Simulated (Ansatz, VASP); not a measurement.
# One calculation of Mo, two programs

Contents of INCAR:

```
AGGAC    = 1.0          
AGGAX    = 1.0          
ALDAC    = 0.0          
ALDAX    = 1.0          
ALGO     = Normal         # electronic algorithm
EDIFF    = 1E-7           # SCF threshold, eV
ENCUT    = 520            # plane-wave cutoff, eV
GGA      = B5             # functional
ISIF     = 2              # what is computed and relaxed
ISMEAR   = -1             # smearing method
LASPH    = True           # aspherical terms in the spheres
LCHARG   = False          # write CHGCAR
LREAL    = False          # projectors in reciprocal space
LWAVE    = False          # write WAVECAR
NBANDS   = 13             # bands
NELM     = 60             # most SCF steps
PREC     = Accurate       # precision mode
SIGMA    = 0.1            # smearing width, eV
```

KPOINTS

```
k-points
0
Gamma
  15 15 15
```

The input POSCAR:

```
Mo
1.0
    0.0000000000      2.0275507014      2.0275507014
    2.0275507014      0.0000000000      2.0275507014
    2.0275507014      2.0275507014      0.0000000000
Mo
1
Direct
    0.0000000000      0.0000000000      0.0000000000
```

Input for Ansatz:

```yaml
crystal:
  lattice:
    - [0.0, 2.0275507014, 2.0275507014]
    - [2.0275507014, 0.0, 2.0275507014]
    - [2.0275507014, 2.0275507014, 0.0]
  atoms:
    - { symbol: Mo, position: [0.0, 0.0, 0.0] }
hamiltonian:
  xc: blyp
  pseudopotentials:
    kind: paw
    azcp:
      Mo: "pseudopotentials/Mo.paw.azcp"
basis:
  ecutwfc: 420
  fft_grid_basis: typed
kpoints:
  mp_grid: { grid: [15, 15, 15], shift: [0, 0, 0] }
magnetization:
  spin_polarized: false
scf:
  occupations: { method: fermi_dirac, width: 0.1 }
  lower_state_search: "off"
output:
  stress: true
```

Alike in both runs: task single point; functional BLYP; k mesh 15 × 15 × 15; occupations fermi-dirac, width 0.1 eV; no spin polarisation.

|  | VASP | Ansatz |
| --- | --- | --- |
| version | VASP 6.6.1 | Ansatz 0.2.0 |
| potentials or method | VASP PAW PBE potentials, release 64 (Mo_sv) | plane waves (420 eV) with PAW, scalar-relativistic |
| plane-wave cutoff (eV) | 520 | 420 |
| valence electrons in the cell | 14 | 14 |

VASP gave:

| Property | Result |
| --- | --- |
| pressure (GPa) | 1.1 |

What did Ansatz give for the same quantities?

Pressure (GPa): 0.3.

Caveats: the PAW data sets were made with another functional, which shifts forces and pressure a little (VASP).
